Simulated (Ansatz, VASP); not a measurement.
# WSe2 (2H-WSe2, 2 layers, AA' stacking): VASP beside Ansatz, part 2 of 3

Aim: how closely do two programs agree when they are given the same cell, functional and k mesh? Of the first pair: The structure shown is the start of the Ansatz relaxation below; VASP solves that cell, so the two are compared at the walk's first step.

VASP 6.6.1 and Ansatz 0.2.0.

So far: Starting point; Ansatz: relaxation, PBE with D3(BJ).

### Step 3. VASP: single point, PBE with D3(BJ), start cell, pair 1

Level of this step: PBE with D3(BJ), no spin polarisation; plane waves and PAW (Se, W) (VASP).

The same cell, functional, mesh and smearing now go to VASP, with its own data sets.

Lines of VASP's logs that name or quote its potential files are left out, and so is its time.

Contents of INCAR:

```
SYSTEM = WSe2
PREC = Accurate
ENCUT = 520
EDIFF = 1E-06
NELM = 120
ISMEAR = -1
SIGMA = 0.05
LREAL = .FALSE.
ALGO = Normal
GGA = PE
IVDW = 12
NBANDS = 24
LASPH = .TRUE.
LORBIT = 11
LWAVE = .FALSE.
LCHARG = .FALSE.
ISIF = 2
LDIPOL = .TRUE.
IDIPOL = 3
DIPOL = 0.5 0.5 0.5
LVHAR = .TRUE.
GGA_COMPAT = .FALSE.
EFERMI = MIDGAP
NELMDL = -8
KPAR = 2
```

Contents of POSCAR:

```
WSe2
1.0
    3.3200000000      0.0000000000      0.0000000000
   -1.6600000000      2.8752040000      0.0000000000
    0.0000000000      0.0000000000     27.7806960000
Se W
4 2
Direct
    0.3333333913      0.6666667826      0.3059678562
    0.3333333913      0.6666667826      0.4406062397
    0.0000000000      0.0000000000      0.5593937603
    0.0000000000      0.0000000000      0.6940321438
    0.0000000000      0.0000000000      0.3732870480
    0.3333333913      0.6666667826      0.6267129520
```

Contents of KPOINTS:

```
Automatic mesh
0
Gamma
12 12 1
0 0 0
```

Potentials, in the order of the species: Se and W (PBE family, release 64).

Run with:

```console
> mpirun -np 2 vasp_std
```

Numbers of over 12 decimals in the logs are rounded to 6 here.

Log:

```text
[banner, memory and clock lines left out]
running    2 mpi-ranks, on    1 nodes
 distrk:  each k-point on    1 cores,    2 groups
 distr:  one band on    1 cores,    1 groups

 POSCAR found type information on POSCAR SeW
 POSCAR found :  2 types and       6 ions
 LDA part: xc-table for (Slater+PW92), standard interpolation
 POSCAR, INCAR and KPOINTS ok, starting setup
 FFT: planning ... GRIDC
 FFT: planning ... GRID_SOFT
 FFT: planning ... GRID
 WAVECAR not read
 entering main loop
       N       E                     dE             d eps       ncg     rms          rms(c)
DAV:   1     0.235704011878E+03    0.23570E+03   -0.13330E+04   912   0.118E+03
DAV:   2    -0.177969281606E+02   -0.25350E+03   -0.24529E+03  1408   0.223E+02
DAV:   3    -0.441445011897E+02   -0.26348E+02   -0.26126E+02  1176   0.773E+01
DAV:   4    -0.449152074700E+02   -0.77071E+00   -0.76608E+00  1328   0.148E+01
DAV:   5    -0.449346611042E+02   -0.19454E-01   -0.19440E-01  1304   0.220E+00
DAV:   6    -0.449351404977E+02   -0.47939E-03   -0.47912E-03  1376   0.315E-01
DAV:   7    -0.449351499472E+02   -0.94495E-05   -0.94481E-05  1296   0.406E-02
DAV:   8    -0.449351501551E+02   -0.20790E-06   -0.20789E-06  1128   0.496E-03    0.238E+01
DAV:   9    -0.432092391396E+02    0.17259E+01   -0.16019E+01  1296   0.174E+01    0.828E+00
DAV:  10    -0.429014752761E+02    0.30776E+00   -0.13991E+01  1296   0.169E+01    0.808E+00
DAV:  11    -0.422450320877E+02    0.65644E+00   -0.21950E+00  1280   0.754E+00    0.782E-01
DAV:  12    -0.422482242780E+02   -0.31922E-02   -0.17040E-01  1152   0.206E+00    0.371E-01
DAV:  13    -0.422459800570E+02    0.22442E-02   -0.86702E-03  1256   0.517E-01    0.266E-01
DAV:  14    -0.422448406691E+02    0.11394E-02   -0.24941E-03  1288   0.215E-01    0.103E-01
[...]
DAV:  21    -0.422449325444E+02   -0.29264E-04   -0.44376E-06   920   0.635E-03    0.167E-03
DAV:  22    -0.422449382032E+02   -0.56588E-05   -0.18023E-07   760   0.205E-03    0.110E-03
DAV:  23    -0.422449516417E+02   -0.13439E-04   -0.10070E-06   776   0.285E-03    0.793E-04
DAV:  24    -0.422449577669E+02   -0.61252E-05   -0.17033E-07   728   0.126E-03    0.756E-04
DAV:  25    -0.422449665953E+02   -0.88284E-05   -0.54460E-07   784   0.176E-03    0.447E-04
DAV:  26    -0.422449676769E+02   -0.10816E-05   -0.46074E-08   552   0.706E-04    0.328E-04
DAV:  27    -0.422449689903E+02   -0.13134E-05   -0.68913E-08   664   0.655E-04    0.945E-05
DAV:  28    -0.422449692008E+02   -0.21049E-06   -0.18539E-08   520   0.368E-04
   1 F= -.44443921E+02 E0= -.44443915E+02  d E =-.112637E-04
```

OUTCAR, selected parts (step 3):

```text
ion  position               nearest neighbor table
   1  0.333  0.667  0.306-   5 2.68   5 2.68   5 2.68
   2  0.333  0.667  0.441-   5 2.68   5 2.68   5 2.68
   3  0.000  0.000  0.559-   6 2.68   6 2.68   6 2.68
   4  0.000  0.000  0.694-   6 2.68   6 2.68   6 2.68
   5  0.000  0.000  0.373-   2 2.68   2 2.68   1 2.68   1 2.68   2 2.68   1 2.68
   6  0.333  0.667  0.627-   3 2.68   3 2.68   4 2.68   4 2.68   3 2.68   4 2.68

  LATTYP: Found a hexagonal cell.
 ALAT       =     3.3200000000
 C/A-ratio  =     8.3676795181

 Subroutine GETGRP returns: Found 12 space group operations
 (whereof  6 operations were pure point group operations)

The static configuration has the point symmetry C_3v.
 The point group associated with its full space group is D_3d.

 Found     19 irreducible k-points:

   k-points           NKPTS =     19   k-points in BZ     NKDIM =     19   number of bands    NBANDS=     24

   dimension x,y,z NGX =    28 NGY =   28 NGZ =  210
   dimension x,y,z NGXF=    56 NGYF=   56 NGZF=  420

   ENCUT  =  520.0 eV  38.22 Ry    6.18 a.u.   6.17  6.17 51.65*2*pi/ulx,y,z

   NELECT =      36.0000    total number of electrons

 k-points in reciprocal lattice and weights: Automatic mesh
   0.00000000  0.00000000  0.00000000       0.007
   0.08333333  0.00000000  0.00000000       0.042
   0.16666667  0.00000000  0.00000000       0.042
   0.25000000  0.00000000  0.00000000       0.042
   0.33333333  0.00000000  0.00000000       0.042
   0.41666667  0.00000000  0.00000000       0.042
   0.50000000  0.00000000  0.00000000       0.021
   0.08333333  0.08333333  0.00000000       0.042
   0.16666667  0.08333333  0.00000000       0.083
[...]
0.33333333  0.25000000  0.00000000       0.083
   0.33333333  0.33333333  0.00000000       0.014

 dipolmoment           0.000000      0.000000     -0.000000 electrons x Angstroem

 average (electrostatic) potential at core
       1 -58.6176       2 -58.6308       3 -58.6308       4 -58.6176       5 -46.4659
       6 -46.4659

 E-fermi :   0.1021

 k-point     1 :       0.0000    0.0000    0.0000
  band No.  band energies     occupation
    ...
     14      -0.9619      2.00000
     15      -0.9619      2.00000
     16      -0.9425      2.00000
     17      -0.9424      2.00000
     18      -0.8718      2.00000
     19       2.1761      0.00000
     20       2.1761      0.00000
     21       2.2458      0.00000
     22       2.2458      0.00000
     23       2.3348      0.00000
    ...

 k-point     2 :       0.0833    0.0000    0.0000
  band No.  band energies     occupation
    ...
     14      -1.1295      2.00000
     15      -1.1286      2.00000
     16      -1.1063      2.00000
     17      -1.1001      2.00000
     18      -0.8817      2.00000
     19       1.7365      0.00000
     20       1.8183      0.00000
     21       2.0640      0.00000
     22       2.0813      0.00000
     23       2.1037      0.00000
    ...

 k-point     3 :       0.1667    0.0000    0.0000
  band No.  band energies     occupation
    ...
     14      -1.5359      2.00000
     15      -1.5128      2.00000
     16      -1.4891      2.00000
     17      -1.2824      2.00000
     18      -1.0644      2.00000
     19       1.0497      0.00000
     20       1.2940      0.00000
     21       1.7918      0.00000
     22       1.8204      0.00000
     23       1.9107      0.00000
    ...

 Edisp (eV)   -2.19895

  Total      -8.47681    -8.47681   -20.65377     0.00000     0.00000    -0.00000
  in kB     -51.21453   -51.21452  -124.78435     0.00000     0.00000    -0.00000
  external pressure =      -75.74 kB  Pullay stress =        0.00 kB

  energy-cutoff  :      520.00
  volume of cell :      265.19
      direct lattice vectors                 reciprocal lattice vectors
     3.320000000  0.000000000  0.000000000     0.301204819  0.173900704  0.000000000
    -1.660000000  2.875204000  0.000000000     0.000000000  0.347801408  0.000000000
     0.000000000  0.000000000 27.780696000     0.000000000  0.000000000  0.035996218

 POSITION                                       TOTAL-FORCE (eV/Angst)
 -----------------------------------------------------------------------------------
      0.00000      1.91680      8.50000        -0.000000     -0.000000      2.696344
      0.00000      1.91680     12.24035        -0.000000      0.000000     -2.591681
      0.00000      0.00000     15.54035         0.000000     -0.000000      2.591681
      0.00000      0.00000     19.28070         0.000000      0.000000     -2.696344
      0.00000      0.00000     10.37017        -0.000000      0.000000      0.014534
      0.00000      1.91680     17.41052        -0.000000      0.000000     -0.014534
 -----------------------------------------------------------------------------------
    total drift:                               -0.000000     -0.000253     -0.000011

  FREE ENERGIE OF THE ION-ELECTRON SYSTEM (eV)
  ---------------------------------------------------
  free  energy   TOTEN  =       -44.4439208326 eV

  energy  without entropy=      -44.4439095689  energy(sigma->0) =      -44.44391520

 vacuum level on the upper side and lower side of the slab         4.570         4.570

 total charge
# of ion       s       p       d       tot
------------------------------------------
    1        1.480   2.259   0.047   3.786
    2        1.481   2.256   0.048   3.786
    3        1.481   2.256   0.048   3.786
    4        1.480   2.259   0.047   3.786
    5        0.480   0.495   3.904   4.879
    6        0.480   0.495   3.904   4.879
--------------------------------------------------
tot          6.881  10.020   7.999  24.900

[... 3 further parts left out ...]
```

This run has no spin polarisation, so a moment on W, if there is one, isn't seen. The data set W keeps the semicore shell frozen, which is cheaper and a little less accurate.

### Step 4. Side by side

Known differences besides the potentials themselves: the data sets hold 92 valence electrons in Ansatz (on its default PAW (the set named soft_2) files) and 36 in VASP; the cutoff is 420 eV in Ansatz and 520 eV in VASP. Total energies have different zeros and are not compared.

Forces (eV/Å; atoms numbered as in POSCAR):

| atom | Ansatz x, y, z | VASP x, y, z |
| --- | --- | --- |
| Se1 | 0.000, 0.000, 2.628 | 0.000, 0.000, 2.696 |
| Se2 | 0.000, 0.000, -2.525 | 0.000, 0.000, -2.592 |
| Se3 | 0.000, 0.000, 2.525 | 0.000, 0.000, 2.592 |
| Se4 | 0.000, 0.000, -2.628 | 0.000, 0.000, -2.696 |
| W5 | 0.000, 0.000, 0.015 | 0.000, 0.000, 0.015 |
| W6 | 0.000, 0.000, -0.015 | 0.000, 0.000, -0.015 |

The forces differ by 32 meV/Å r.m.s., which is 2.6 % of the r.m.s. force of 1.247 eV/Å (both taken over all components). With vacuum in the cell, a pressure given here is an average over mostly empty space and none of the material.

### Step 5. Ansatz: relaxation, PBE with D3(BJ)

This run makes the geometry at which the two programs are then compared.

The structure compared here is the end of the Ansatz relaxation.

Contents of input.yaml:

```yaml
crystal:
  lattice:
    - [3.32, 0.0, 0.0]
    - [-1.66, 2.8752043406, 0.0]
    - [0.0, 0.0, 27.7806958678]
  atoms:
    - { symbol: Se, position: [0.3333333333, 0.6666666667, 0.3059678577] }
    - { symbol: W, position: [0.0, 0.0, 0.3732870485] }
    - { symbol: Se, position: [0.3333333333, 0.6666666667, 0.4406062394] }
    - { symbol: Se, position: [0.0, 0.0, 0.5593937606] }
    - { symbol: W, position: [0.3333333333, 0.6666666667, 0.6267129515] }
    - { symbol: Se, position: [0.0, 0.0, 0.6940321423] }
kpoints:
  mp_grid: { grid: [12, 12, 1] }
hamiltonian:
  xc: pbe
  dispersion: d3bj
scf:
  occupations: { method: fermi_dirac, width: 0.05 }
  convergence: { dr2_threshold: 1.0e-08 }
efield:
  axis: 3
  dipole_correction: true
  ramp_position: 0.97
  ramp_width: 0.04
relax:
  f_tol: 0.01
  cell: { fix: [c, alpha, beta] }
output:
  write_potential: true
  write_density: true
  volumetric_format: npy
```

Run with:

```console
> ansatz run input.yaml --threads 8 --pin off --max-ram 16384MiB --backend cpu --events-out ev --progress --plain --runs-dir out
```

Log:

```text
[...]
Crystal: 6 atoms, lattice volume = 265.186 Å³
Basis set: ecut = 420 eV, 5253 PW (Γ), exchange–correlation on 48×48×384 points (8 copies of the dense FFT grid, shifted against one another)
[...]
atoms:
    - { symbol: Se, position: [0.333333, 0.666667, 0.324256] }
    - { symbol: W, position: [0, -2.775557561562892e-17, 0.384910] }
    - { symbol: Se, position: [0.333333, 0.666667, 0.445539] }
    - { symbol: Se, position: [0, -2.7755575615628914e-17, 0.554461] }
    - { symbol: W, position: [0.333333, 0.666667, 0.615090] }
    - { symbol: Se, position: [0, -2.7755575615628914e-17, 0.675744] }
[key lines of the parts left out:]
SCF converged after 4 iterations
Free energy (F): -42651.654199 eV
Fermi energy:    4.000064 eV
Dipole field:    D = -0.000034 V/Å  (p = -0.000048 e·Å, saw-weighted, corrected)
Work function:   Φ+ = 4.3121 eV   Φ− = 4.3112 eV
P = ⅓ Tr σ = -0.0019 GPa (-0.019 kbar)
```

### Step 6. VASP: single point, PBE with D3(BJ), relaxed cell, pair 2

The same cell, functional, mesh and smearing now go to VASP, with its own data sets.

Edit INCAR of step 3 so:

```diff
@@ -2,3 +2,3 @@
 PREC = Accurate
-ENCUT = 520
+ENCUT = 600
 EDIFF = 1E-06
```

Contents of POSCAR:

```
WSe2
1.0
    3.2824220258      0.0000000000      0.0000000000
   -1.6412110129      2.8426608603      0.0000000000
    0.0000000000      0.0000000000     27.7806958678
Se W
4 2
Direct
    0.3333333333      0.6666666667      0.3242562659
    0.3333333333      0.6666666667      0.4455388369
    0.0000000000      0.0000000000      0.5544611531
    0.0000000000      0.0000000000      0.6757437041
    0.0000000000      0.0000000000      0.3849095985
    0.3333333333      0.6666666667      0.6150904415
```

KPOINTS is that of step 3.

Run with:

```console
> mpirun -np 2 vasp_std
```

Log:

```text
[... set-up lines as in an earlier step ...]
 entering main loop
       N       E                     dE             d eps       ncg     rms          rms(c)
DAV:   1     0.267052181194E+03    0.26705E+03   -0.14398E+04   912   0.132E+03
DAV:   2    -0.157332246764E+02   -0.28279E+03   -0.27403E+03  1400   0.240E+02
DAV:   3    -0.445608530061E+02   -0.28828E+02   -0.28597E+02  1216   0.827E+01
DAV:   4    -0.452964376309E+02   -0.73558E+00   -0.73206E+00  1248   0.153E+01
[...]
DAV:  23    -0.432718552208E+02   -0.54329E-05   -0.21685E-07   704   0.161E-03    0.821E-04
DAV:  24    -0.432718609034E+02   -0.56826E-05   -0.37242E-07   760   0.147E-03    0.174E-03
DAV:  25    -0.432718613419E+02   -0.43850E-06   -0.16105E-08   528   0.497E-04
   1 F= -.45695433E+02 E0= -.45695433E+02  d E =-.215922E-06
```

From OUTCAR (step 6):

```text
 Edisp (eV)   -2.42357

  Total      -0.32649    -0.32649    -0.30641     0.00000     0.00000     0.00000
  in kB      -2.01800    -2.01800    -1.89390     0.00000     0.00000     0.00000
  external pressure =       -1.98 kB  Pullay stress =        0.00 kB

 POSITION                                       TOTAL-FORCE (eV/Angst)
 -----------------------------------------------------------------------------------
     -0.00000      1.89511      9.00806        -0.000000     -0.000000      0.045107
     -0.00000      1.89511     12.37738        -0.000000      0.000000     -0.047731
      0.00000      0.00000     15.40332        -0.000000     -0.000000      0.047731
      0.00000      0.00000     18.77263         0.000000     -0.000000     -0.045107
      0.00000      0.00000     10.69306         0.000000      0.000000     -0.001401
     -0.00000      1.89511     17.08764         0.000000     -0.000000      0.001401
 -----------------------------------------------------------------------------------
    total drift:                                0.000000     -0.000000      0.002384

  FREE ENERGIE OF THE ION-ELECTRON SYSTEM (eV)
  ---------------------------------------------------
  free  energy   TOTEN  =       -45.6954329360 eV

  energy  without entropy=      -45.6954327201  energy(sigma->0) =      -45.69543283

[... 1 part as in an earlier step ...]

[... 2 further parts left out ...]
[key lines of the parts left out:]
E-fermi :   0.4041
```

### Step 7. Differences

What differs besides the data sets and the points named for the pairs above, as far as they apply: the data sets hold 92 valence electrons in Ansatz (on its default PAW (the set named soft_2) files) and 36 in VASP; the cutoff is 420 eV in Ansatz and 600 eV in VASP; Ansatz's pressure holds a Pulay correction, VASP's none. Total energies have different zeros and are not compared.

Both answers:

| quantity | Ansatz | VASP | difference |
| --- | --- | --- | --- |
| pressure (GPa) | 0.00 | -0.20 | +0.20 |
| gap on the k mesh (eV) | 1.278 | 1.277 | +0.001 |

Forces (eV/Å; atoms numbered as in POSCAR):

| atom | Ansatz x, y, z | VASP x, y, z |
| --- | --- | --- |
| Se1 | 0.000, 0.000, 0.000 | 0.000, 0.000, 0.045 |
| Se2 | 0.000, 0.000, -0.005 | 0.000, 0.000, -0.048 |
| Se3 | 0.000, 0.000, 0.005 | 0.000, 0.000, 0.048 |
| Se4 | 0.000, 0.000, 0.000 | 0.000, 0.000, -0.045 |
| W5 | 0.000, 0.000, -0.001 | 0.000, 0.000, -0.001 |
| W6 | 0.000, 0.000, 0.001 | 0.000, 0.000, 0.001 |

The forces differ by 21 meV/Å r.m.s., where the r.m.s. force is 0.002 eV/Å in Ansatz and 0.022 eV/Å in VASP: the atoms lie near their places of rest in Ansatz, so a percentage would say little (all taken over all components). A gap on the mesh is an upper bound, since the band edges may lie between its points; neither run holds spin-orbit coupling, which can move the band edges of a compound of W. With vacuum in the cell, a pressure given here is an average over mostly empty space and none of the material.

### Step 8. Other set-ups

Further runs change the set-up of one program: Ansatz's method, potentials or start, or VASP's data sets, cutoff or form of LDA. The table gives Ansatz less VASP for each quantity, since a change that brings one quantity closer may part another.

| run | r.m.s. force difference (meV/Å) | pressure (GPa) | gap on the k mesh (eV) |
| --- | --- | --- | --- |
| as above | 21 | 0.20 | 0.0013 |
| VASP with the data sets Se_sv_GW and W and a cutoff of 620 eV | 37 | 0.87 | -0.0035 |

[end of part 2 of 3]

[Lines on the potential files, build, host, timing and source positions are cut from VASP's logs without a mark.]

[Logs are printed without paths, hosts, clocks, repeated set-up lines and the standing remarks that a program may print on its own settings, such as how far it seeks lower states.]

[Hosts, paths, dates, database ids (printed as entryN), source tags and the programs' standing remarks are cut or masked in the printed files.]
